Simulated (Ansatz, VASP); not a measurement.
# Cross-check of BN (Qingsongite) between VASP and Ansatz, part 2 of 2

Wanted: the spread between two codes on one cell, functional and k mesh. The cell is taken from a series of VASP runs on this material, whose earlier steps may have relaxed, scaled or displaced it; both programs get it as it stands.

VASP 6.6.1 and Ansatz 0.2.0.

So far. Step 4 (Comparison): The walks stopped with 0.00 GPa left in Ansatz and -0.14 GPa in VASP; each walk ends within a tolerance, so the volume difference is uncertain by about these residues over the bulk modulus, most in soft cells.

**5. VASP: relaxation of cell and atoms, BLYP**

Level of this step: BLYP; plane waves and PAW (N, B) (VASP).

The relaxed volume is the usual yardstick between codes: its relative difference is about their pressure difference at one cell divided by the bulk modulus. The cell compared in this pair holds 12.16 Å³, against 11.80 Å³ for the pair before.

The input, INCAR:

```
SYSTEM = BN
PREC = Accurate
ENCUT = 520
EDIFF = 1E-06
NELM = 100
ISMEAR = 0
SIGMA = 0.03
LREAL = .FALSE.
ALGO = Normal
GGA = B5
ALDAX = 1
AGGAX = 1
AGGAC = 1
ALDAC = 0
NBANDS = 10
LORBIT = 11
LWAVE = .FALSE.
LCHARG = .FALSE.
KPAR = 8
IBRION = 2
NSW = 50
ISIF = 3
EDIFFG = -0.006
```

The input, POSCAR:

```
BN
1.0
    0.0000000000      1.8253972035      1.8253972035
    1.8253972035      0.0000000000      1.8253972035
    1.8253972035      1.8253972035      0.0000000000
N B
1 1
Direct
    0.7500000000      0.7500000000      0.7500000000
    0.0000000000      0.0000000000      0.0000000000
```

The input, KPOINTS:

```
Automatic mesh
0
Gamma
10 10 10
0 0 0
```

PAW data sets: N and B (PBE family, release 64).

Launch:

```
$ mpirun -np 8 vasp_std
```

Numbers of over 12 decimals in the logs are rounded to 6 here.

The program printed:

```text
[banner, memory and clock lines left out]
running    8 mpi-ranks, on    1 nodes
[...]
[... a notice as in an earlier step ...]

 [... a notice as in an earlier step ...]

 LDA part: xc-table for (Slater(with rela. corr.)+VWN5), standard interpolation
 POSCAR, INCAR and KPOINTS ok, starting setup
[...]
entering main loop
       N       E                     dE             d eps       ncg     rms          rms(c)
DAV:   1     0.110535845876E+02    0.11054E+02   -0.50394E+03   964   0.797E+02
DAV:   2    -0.170485045497E+02   -0.28102E+02   -0.26995E+02  1172   0.170E+02
DAV:   3    -0.175522592129E+02   -0.50375E+00   -0.50276E+00  1086   0.201E+01
DAV:   4    -0.175530559307E+02   -0.79672E-03   -0.79670E-03  1034   0.853E-01
[...]
DAV:  10    -0.164107415268E+02   -0.64592E-04   -0.10622E-04  1000   0.109E-01    0.141E-02
DAV:  11    -0.164107437342E+02   -0.22075E-05   -0.64722E-06  1084   0.213E-02    0.945E-03
DAV:  12    -0.164107438149E+02   -0.80686E-07   -0.12198E-06   564   0.802E-03
[...]
DAV:   2    -0.164107866371E+02    0.60105E-03   -0.26951E-03  1036   0.348E-01    0.475E-02
DAV:   3    -0.164107648661E+02    0.21771E-04   -0.69488E-05   980   0.777E-02    0.207E-02
DAV:   4    -0.164107571847E+02    0.76815E-05   -0.10541E-05  1036   0.259E-02    0.484E-03
DAV:   5    -0.164107572418E+02   -0.57115E-07   -0.58904E-07   492   0.558E-03
   2 F= -.16410757E+02 E0= -.16410757E+02  d E =-.134268E-04
 trial-energy change:   -0.000013  1 .order   -0.000011   -0.000504    0.000481
 step:   0.5115(harm=  0.5115)  dis= 0.00000  next Energy=   -16.410873 (dE=-0.129E-03)
[...]
N       E                     dE             d eps       ncg     rms          rms(c)
DAV:   1    -0.164110251134E+02   -0.26793E-03   -0.43034E-03   998   0.566E-01    0.886E-02
DAV:   2    -0.164108821688E+02    0.14294E-03   -0.64848E-04  1040   0.170E-01    0.232E-02
DAV:   3    -0.164108765608E+02    0.56080E-05   -0.16491E-05   980   0.379E-02    0.101E-02
DAV:   4    -0.164108738558E+02    0.27050E-05   -0.25248E-06  1004   0.127E-02    0.236E-03
DAV:   5    -0.164108737086E+02    0.14722E-06   -0.14131E-07   482   0.273E-03
   3 F= -.16410874E+02 E0= -.16410874E+02  d E =-.129894E-03
[...]
reached required accuracy - stopping structural energy minimisation
```

OUTCAR, selected parts (step 5):

```text
  Total       -0.0007074     -0.0007074     -0.0007074      0.0000000     -0.0000000      0.0000000
  in kB       -0.0934632     -0.0934632     -0.0934632      0.0000000     -0.0000000      0.0000000
  external PRESSURE =      -0.0934632 kB  Pullay stress =       0.0000000 kB

 POSITION                                       TOTAL-FORCE (eV/Angst)
 -----------------------------------------------------------------------------------
      2.73528      2.73528      2.73528         0.000000      0.000000      0.000000
      0.00000      0.00000      0.00000        -0.000000     -0.000000     -0.000000
 -----------------------------------------------------------------------------------
    total drift:                               -0.000000     -0.000000     -0.000000

  FREE ENERGIE OF THE ION-ELECTRON SYSTEM (eV)
  ---------------------------------------------------
  free  energy   TOTEN  =       -16.4108737086 eV

  energy  without entropy=      -16.4108737086  energy(sigma->0) =      -16.41087371

[... 2 parts as in an earlier step ...]

[... 2 further parts left out ...]
[key lines of the parts left out:]
E-fermi :   7.6016
```

**6. Ansatz: relaxation of cell and atoms, BLYP**

The same cell, functional (in two slightly different forms), mesh and smearing now go to Ansatz, which takes its cutoff from its data sets.

The cell is taken from a series of VASP runs on this material, whose earlier steps may have relaxed, scaled or displaced it; both programs get it as it stands.

The input, input.yaml:

```yaml
crystal:
  lattice:
    - [0.0, 1.8253972035, 1.8253972035]
    - [1.8253972035, 0.0, 1.8253972035]
    - [1.8253972035, 1.8253972035, 0.0]
  atoms:
    - { symbol: "N", position: [0.75, 0.75, 0.75] }
    - { symbol: B, position: [0.0, 0.0, 0.0] }
hamiltonian:
  xc: blyp
  pseudopotentials: { kind: paw }
kpoints:
  mp_grid: { grid: [10, 10, 10] }
scf:
  occupations: { method: gaussian, width: 0.03 }
relax:
  f_tol: 0.01
  max_steps: 60
  cell: { stress_tol: 0.05 }
output:
  forces: true
  stress: true
```

Launch:

```
$ ansatz run input.yaml --threads 4 --pin off --max-ram 9216MiB --backend cpu --events-out ev --progress --plain --runs-dir out
```

The program printed:

```text
[...]
Crystal: 2 atoms, lattice volume = 12.165 Å³
Basis set: ecut = 420 eV, 259 PW (Γ), exchange–correlation on 36×36×36 points (8 copies of the dense FFT grid, shifted against one another)
Bands: 8, of which v1, the nominal top of the filled ones, is band 4 counted from 1 (3 counted from 0)
Symmetry: 24 space group operations
[...]
k-points: 47 of 1000 (time reversal used)
[...]
-0.000000      -0.031846       0.000000
       -0.000000       0.000000      -0.031846
  P = ⅓ Tr σ = -0.0318 GPa (-0.318 kbar)
--- Relaxed structure (3 steps of the walk, 3 accepted, 1 SCFs on fresh bases) ---
[...]
cell:  # Å, volume = 12.1288 Å³
    - [0, 1.823601, 1.823601]
    - [1.823601, 0, 1.823601]
    - [1.823601, 1.823601, 0]
  atoms:
    - { symbol: N, position: [0.750000, 0.750000, 0.750000] }
    - { symbol: B, position: [0, 0, 0] }
[key lines of the parts left out:]
SCF converged after 5 iterations
Free energy (F): -544.008878 eV
Fermi energy:    13.500300 eV
```

Wall time 0.93 s (4 threads of Arm Neoverse V1, shared host); peak memory 0.27 GiB.

**7. Differences**

What differs besides the data sets and the points named for the pairs above, as far as they apply: the cutoff is 420 eV in Ansatz and 520 eV in VASP; Ansatz makes its cores anew for this functional, VASP keeps those of its PBE data sets; VASP leaves aspherical gradient terms in its spheres out (LASPH is not set), Ansatz keeps them; VASP's log shows a relativistic correction to its local exchange, Ansatz's none. Total energies have different zeros and are not compared.

Both answers:

| quantity | Ansatz | VASP | difference |
| --- | --- | --- | --- |
| volume (Å³) | 12.13 | 12.13 | +0.01 % |
| edge a after relaxation, in the typed setting (Å) | 2.579 | 2.579 | +0.01 % |

The walks stopped with -0.03 GPa left in Ansatz and -0.01 GPa in VASP; each walk ends within a tolerance, so the volume difference is uncertain by about these residues over the bulk modulus, most in soft cells.

**8. Summary of results**

* difference in volume (relaxation of cell and atoms, r2SCAN): -0.31 %
* difference in volume (relaxation of cell and atoms, BLYP): 0.014 %

What this shows: The difference in volume is -0.31 % (relaxation of cell and atoms, r2SCAN), within the 1.2 % picked in this series as the mark of a large difference, as far as the stopping tolerances let one tell. How closely two codes agree says nothing of how well the functional describes the real material.

[Lines on the potential files, build, host, timing and source positions are cut from VASP's logs without a mark.]

[Logs are printed without paths, hosts, clocks, repeated set-up lines and the standing remarks that a program may print on its own settings, such as how far it seeks lower states.]

[Hosts, paths, dates, database ids (printed as entryN), source tags and the programs' standing remarks are cut or masked in the printed files.]
